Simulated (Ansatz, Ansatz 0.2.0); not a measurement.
# LaNiGa2: a blind prediction of the Debye temperature from computed elastic constants

## The question

The quantity to be predicted is the low-temperature Debye temperature of LaNiGa2, obtained from the heat capacity of a polycrystalline sample. In such a measurement the lattice part of the heat capacity is separated from the electronic part, and its cubic term in temperature is converted into a Debye temperature. In the limit of low temperature only long sound waves are excited, so this number should equal the one calculated from the sound speeds averaged over all directions. The equality suffers if the fit reaches up to temperatures where the phonon branches bend or low optical modes contribute, and it requires that the atoms per formula unit are counted alike. The measured value is held back until our estimate is fixed; value and source follow at the end.

## How to go about it

We aim at the Debye temperature within 5 %. Since it goes roughly as the square root of the shear stiffness, this allows an error of about 10 % in the shear modulus, which is what a good semilocal functional usually achieves for an intermetallic compound. A tighter target would ask for more than the functional can be trusted with, and a much looser one would no longer tell a good level from a mediocre one.

The model is the perfect Cmmm crystal with 8 atoms in the primitive cell, static and without spin polarisation. The database cell is itself the product of an earlier calculation, so it serves only as a starting point, and each functional is strained about its own relaxed cell. Zero-point and thermal motion, left out here, would soften the lattice slightly.

We start with PBEsol, which as a rule gives good volumes and stiffnesses for metallic solids. LDA usually binds too tightly and comes out too stiff; BLYP binds metals too weakly and would give too soft a lattice; it is not shown in this report. The main numerical concern is the Brillouin-zone sampling, because the shear constants of a metal respond to small changes at the Fermi surface. We will test it with a denser mesh and put a neighbouring functional beside the result for scale.

Plain PBE isn't shown in this study.

System: LaNiGa2; Cmmm (No. 65), 8 atoms in the primitive cell; the database structure is a structure relaxed by earlier theory (a GGA or r2SCAN, not named), not a measurement: a = 4.235 Å, b = 17.526 Å, c = 4.243 Å; structure from the Materials Project.

On the selection of runs and values: Further runs on this system are not shown.

## 1. PBEsol elastic constants

The PBEsol run on a 6x6x6 mesh supplies the central value. We expect a mechanically stable crystal with a shear modulus well below the bulk modulus, as is common in intermetallics of this kind.

**Run 1.** Ansatz 0.2.0: PBEsol, cell and atoms relaxed in a first step at this level from the database structure (its input isn't shown), PAW set soft_2, cutoff 420 eV (default), 6x6x6 k mesh, Methfessel-Paxton smearing 0.25 eV; elastic constants by two-point finite strains with relaxed ions, amplitude 0.01.

Key lines of the input:
```
crystal:
  # lattice and atoms
kpoints:
  mp_grid: { grid: [6, 6, 6] }
hamiltonian:
  xc: pbesol
scf:
  occupations: { method: methfessel_paxton, width: 0.25 }
output:
  forces: true
  stress: true
elastic:
  mode: relaxed_ion
  stencil: two_point
  amplitude: 0.01
```

Command:
```
ansatz run input.yaml --threads 4 --pin off --max-ram 16384MiB --backend cpu --events-out ev --progress --plain --runs-dir out
```

Selected lines of the output:
```
  C = ∂σ_k/∂η_j (tension-positive GPa; Voigt order 11 22 33 23 13 12):
         0.000      0.000      0.000     50.376      0.000      0.000
         0.000      0.000      0.000      0.000     23.349      0.000
         0.000      0.000      0.000      0.000      0.000     55.599
  moduli (Voigt/Reuss/Hill, GPa): K = 93.25/92.43/92.84   G = 47.52/42.13/44.82   E = 115.82   ν = 0.292
  mechanically stable: yes (min eigenvalue of sym C = 23.35 GPa)
```

Converged; 12 min on 4 cores of Arm Neoverse V2, shared host.

| quantity | run 1 |
| --- | --- |
| Debye temperature (K) | 305.3 |
| conventional cell volume (Å³) | 306.80 |
| pressure (GPa) | 0.00811 |
| B (Reuss) (GPa) | 92.4 |
| G (Hill) (GPa) | 44.8 |
| C11 (GPa) | 171.4 |
| C12 (GPa) | 52.4 |

The crystal is mechanically stable at this level, and the Debye temperature comes out at 305.3 K. The shear response is uneven: the constant for the 13 shear is only 23.3 GPa, less than half of the other two shear constants. This soft shear pulls the Reuss average of the shear modulus down to 42.13 GPa, against 47.52 GPa for the Voigt average, and slow transverse waves weigh heavily in the Debye temperature.

An error in that one constant would therefore matter more than a similar relative error in the bulk modulus. It is also the sort of constant that a coarse mesh can falsify in a metal, so we do not yet take 305.3 K as our estimate.

## 2. Mesh test with LDA

We test the sampling with LDA, comparing 6x6x6 with 10x10x10 at the same smearing and strain amplitude. The pair shows how far the soft shear constant depends on the mesh, and its coarser member also serves as the neighbouring functional to PBEsol at equal settings. We expect LDA to give a smaller cell and a higher Debye temperature, and the mesh to act more on the shear constants than on the bulk modulus. The mesh effect found this way belongs to LDA and can only be a guide for PBEsol.

**Run 2.** Ansatz 0.2.0: LDA, cell and atoms relaxed in a first step at this level from the database structure (its input isn't shown), PAW set soft_2, cutoff 420 eV (default), 6x6x6 k mesh, Methfessel-Paxton smearing 0.25 eV; elastic constants by two-point finite strains with relaxed ions, amplitude 0.01.

Key lines of the input, as changed from run 1:
```diff
  hamiltonian:
-   xc: pbesol
+   xc: lda
```

Selected lines of the output:
```
  C = ∂σ_k/∂η_j (tension-positive GPa; Voigt order 11 22 33 23 13 12):
       181.735     56.810     57.545      0.000      0.000      0.000
        56.983    192.590     74.651      0.000      0.000      0.000
        57.798     74.766    153.571      0.000      0.000      0.000
         0.000      0.000      0.000     52.569      0.000      0.000
         0.000      0.000      0.000      0.000     22.529      0.000
         0.000      0.000      0.000      0.000      0.000     56.965
  moduli (Voigt/Reuss/Hill, GPa): K = 100.72/99.88/100.30   G = 48.99/42.53/45.76   E = 119.16   ν = 0.302
```

Converged; 11 min of wall time.

**Run 3.** Ansatz 0.2.0: LDA, cell and atoms relaxed in a first step at this level from the database structure (its input isn't shown), PAW set soft_2, cutoff 420 eV (default), 10x10x10 k mesh, Methfessel-Paxton smearing 0.25 eV; elastic constants by two-point finite strains with relaxed ions, amplitude 0.01.

Key lines of the input, as changed from run 2:
```diff
  kpoints:
-   mp_grid: { grid: [6, 6, 6] }
+   mp_grid: { grid: [10, 10, 10] }
```

Command:
```
ansatz run input.yaml --threads 8 --pin off --max-ram 16384MiB --backend cpu --events-out ev --progress --plain --runs-dir out
```

Selected lines of the output:
```
  C = ∂σ_k/∂η_j (tension-positive GPa; Voigt order 11 22 33 23 13 12):
        58.557    196.585     70.635      0.000      0.000      0.000
        58.558     70.732    156.799     -0.000     -0.000     -0.000
         0.000      0.000     -0.000     52.836      0.000      0.000
         0.000      0.000     -0.000      0.000     29.062      0.000
         0.000     -0.000     -0.000     -0.000      0.000     57.256
  moduli (Voigt/Reuss/Hill, GPa): K = 100.92/100.07/100.50   G = 50.84/47.04/48.94   E = 126.32   ν = 0.291
  mechanically stable: yes (min eigenvalue of sym C = 29.06 GPa)
```

Converged; 31 min on 8 cores of Intel Xeon at 2.70GHz, shared host.

| quantity | run 2 | run 3 |
| --- | --- | --- |
| Debye temperature (K) | 307.1 | 317.9 |
| conventional cell volume (Å³) | 297.36 | 297.40 |
| pressure (GPa) | 0.00535 | −0.00429 |
| B (Reuss) (GPa) | 99.9 | 100.1 |
| G (Hill) (GPa) | 45.8 | 48.9 |
| C11 (GPa) | 181.7 | 179.5 |
| C12 (GPa) | 56.9 | 58.5 |

The denser mesh raises the LDA Debye temperature from 307.1 to 317.9 K, or by 3.5 %, which uses up much of the 5 % we allow. Most of the change in shear stiffness comes from the 13 shear: its constant rises from 22.5 to 29.1 GPa, while the other two shear constants move by about 0.3 GPa each. The bulk modulus hardly changes, although some of the constants that enter it shift by several GPa and largely compensate. A steady bulk modulus is thus no proof of adequate sampling here, and the 10x10x10 mesh is not itself shown to be converged.

At equal settings LDA gives a cell about 3 % smaller than PBEsol and a bulk modulus about 8 % larger, yet its Debye temperature is only 1.8 K higher. We had expected a clearer rise. The stiffer bulk response is offset in part by a slightly lower 13 shear constant, on a mesh that does not settle this constant. For the Debye temperature, the sampling has so far mattered more than the choice between these two functionals.

## 3. Strain amplitude and smearing

Two further settings could disturb the soft shear constant: the size of the strain and the width of the smearing. We halve the strain amplitude in one LDA run and reduce the smearing to 0.1 eV in another, both on the 6x6x6 mesh so that each differs from the earlier LDA run in one setting. We expect the amplitude to matter little. The narrower smearing makes greater demands on the mesh, so a large shift there would be a sign of sensitivity near the Fermi level and not a better value.

**Run 4.** Ansatz 0.2.0: LDA, cell and atoms relaxed in a first step at this level from the database structure (its input isn't shown), PAW set soft_2, cutoff 420 eV (default), 6x6x6 k mesh, Methfessel-Paxton smearing 0.25 eV; strain amplitude 0.005; elastic constants by two-point finite strains with relaxed ions.

Key lines of the input, as changed from run 2:
```diff
  elastic:
-   amplitude: 0.01
+   amplitude: 0.005
```

Selected lines of the output:
```
  C = ∂σ_k/∂η_j (tension-positive GPa; Voigt order 11 22 33 23 13 12):
        56.778    192.533     74.734      0.000      0.000      0.000
         0.000      0.000      0.000      0.000     22.481      0.000
  mechanically stable: yes (min eigenvalue of sym C = 22.48 GPa)
```

Converged; 13 min on 4 cores of Arm Neoverse V2, shared host.

**Run 5.** Ansatz 0.2.0: LDA, cell and atoms relaxed in a first step at this level from the database structure (its input isn't shown), PAW set soft_2, cutoff 420 eV (default), 6x6x6 k mesh, Methfessel-Paxton smearing 0.1 eV; elastic constants by two-point finite strains with relaxed ions, amplitude 0.01.

Key lines of the input, as changed from run 2:
```diff
  scf:
-   occupations: { method: methfessel_paxton, width: 0.25 }
+   occupations: { method: methfessel_paxton, width: 0.1 }
```

Selected lines of the output:
```
  C = ∂σ_k/∂η_j (tension-positive GPa; Voigt order 11 22 33 23 13 12):
       182.056     50.815     60.948     -0.000      0.000      0.000
        50.789    186.832     81.671      0.000      0.000     -0.000
        -0.000     -0.000     -0.000      0.000     21.447     -0.000
  moduli (Voigt/Reuss/Hill, GPa): K = 100.42/99.83/100.13   G = 47.39/40.34/43.86   E = 114.82   ν = 0.309
```

Converged; 12 min of wall time.

| quantity | run 4 | run 5 |
| --- | --- | --- |
| Debye temperature (K) | 307.0 | 300.4 |
| conventional cell volume (Å³) | 297.36 | 297.30 |
| pressure (GPa) | 0.00535 | −0.00618 |
| B (Reuss) (GPa) | 99.8 | 99.8 |
| G (Hill) (GPa) | 45.7 | 43.9 |
| C11 (GPa) | 181.9 | 182.1 |
| C12 (GPa) | 56.7 | 50.8 |

Halving the strain amplitude leaves the Debye temperature practically unchanged, at 307.0 against 307.1 K, so the strain of 0.01 is small enough for LDA at this mesh and smearing.

The smearing matters more than the amplitude. Reducing it to 0.1 eV lowers the Debye temperature to 300.4 K, while the bulk modulus again stays almost the same. The 13 shear constant falls by only about 1 GPa, but $C_{12}$ drops from 56.8 to 50.8 GPa and $C_{23}$ rises from 74.7 to 81.7 GPa. The denser mesh had moved all three constants the other way. This is what one expects if the narrower smearing brings out the sampling error of the 6x6x6 mesh, so we do not read the lower value as an improvement.

Of the LDA results, we give most weight to the one on the 10x10x10 mesh, though its own convergence remains open. The PBEsol value rests on the coarser mesh and carries a sampling doubt of unknown size; the LDA shift indicates that this doubt can reach several per cent, but does not supply a correction for PBEsol. We settle the estimate on these runs, since a further functional on the 6x6x6 mesh would bring in the same doubt again.

## Prediction

**Debye temperature (low temperature, polycrystal): 310 ± 20 K.**

The estimate starts from the PBEsol value of 305.3 K, the functional we favoured from the outset. Its 6x6x6 mesh is its weak point: in LDA the denser mesh raised the result by 10.8 K, mainly through the soft 13 shear constant. We therefore shift the PBEsol value up by about 5 K. This is a guess, since the mesh effect was not calculated for PBEsol, and it stays below the LDA value of 317.9 K on the denser mesh because LDA tends to be too stiff.

The error bar combines the spread of the runs, 300.4 to 317.9 K, with a usual functional error of roughly 5 % in the Debye temperature. At a little over 6 % it is wider than our 5 % target, so the prediction cannot guarantee that the target is met.

## Measured values

Source: "Dirac lines and loop at the Fermi level in the Time-Reversal Symmetry Breaking Superconductor LaNiGa$_2$" (2021, arXiv:2109.06983).

| compared with | measured | source's wording or label | method |
| --- | --- | --- | --- |
| Debye temperature (K) | 294 | low temperature, earlier polycrystal value | heat capacity |

Conditions are those given with the value in the passage it was taken from; "not stated" means there, and the paper may say more elsewhere. The values are a selection: others may have been left out beforehand as unlike or outlying.

## The runs side by side

| run | settings | Debye temperature (K) | deviation | cost |
| --- | --- | --- | --- | --- |
| 1 | PBEsol, 6x6x6 k mesh, Methfessel-Paxton smearing 0.25 eV, amplitude 0.01 | 305.3 | +11.3 (+3.8 %) | 48 core-min |
| 2 | LDA, 6x6x6 k mesh, Methfessel-Paxton smearing 0.25 eV, amplitude 0.01 | 307.1 | +13.1 (+4.4 %) | 44 core-min |
| 3 | LDA, 10x10x10 k mesh, Methfessel-Paxton smearing 0.25 eV, amplitude 0.01 | 317.9 | +23.9 (+8.1 %) | 4.1 core-h |
| 4 | LDA, 6x6x6 k mesh, Methfessel-Paxton smearing 0.25 eV, strain amplitude 0.005 | 307.0 | +13.0 (+4.4 %) | 50 core-min |
| 5 | LDA, 6x6x6 k mesh, Methfessel-Paxton smearing 0.1 eV, amplitude 0.01 | 300.4 | +6.4 (+2.2 %) | 46 core-min |
|  | measured | 294 |  |  |

## What the runs support

Our estimate of 310 K lies 16 K, or 5.4 %, above the measured 294 K. This narrowly misses the 5 % target, though the measurement falls within our error bar of 20 K.

The PBEsol run itself, at 48 core-minutes, deviates by only 3.8 %, but on a mesh not shown to be adequate for the shear constants, so its closeness may be chance. The same holds for the LDA runs on that mesh. With the denser mesh, at 4.1 core-hours, LDA is 8.1 % too high. That comparison mattered most, as it exposed the sensitivity of the soft 13 shear. The amplitude test only confirmed a safe setting. Our guessed upward shift of PBEsol moved the estimate away from the measurement.

LDA's usual overstiffness has the right sign for its excess, and the neglected zero-point softening would lower all values slightly. The effect of a denser mesh on the PBEsol value is not shown in this report; if it had the same sign as in LDA, the PBEsol deviation would grow and not shrink.

The reference carries a larger doubt. The 294 K is an earlier polycrystal value, while the single crystals of the cited work give 166 K. As an elastic Debye temperature, the latter would need a lattice roughly three times softer than that of the polycrystal value. Counting one atom instead of four per formula unit would lower a Debye temperature by a factor of about 1.6, which could explain much of the gap but not all of it; this is conjecture. The fitted temperature range may also play a part.

The single crystals are moreover Cmcm, whereas we computed Cmmm; the structure of the earlier polycrystal is not shown in this report. The natural next step is PBEsol in the Cmcm structure with a denser mesh. Until the two measurements are reconciled, the comparison cannot validate either functional.

[Logs are printed without paths, hosts, clocks, repeated set-up lines and the standing remarks that a program may print on its own settings, such as how far it seeks lower states.]

[The runs shown are a pick from a larger set of finished runs; failed, doubtful and other runs were left out of it ahead of writing. So were measured values far from every level or from commonly accepted values, and agreement can look better than it is. Lines of input and output are excerpts and may be shortened.]
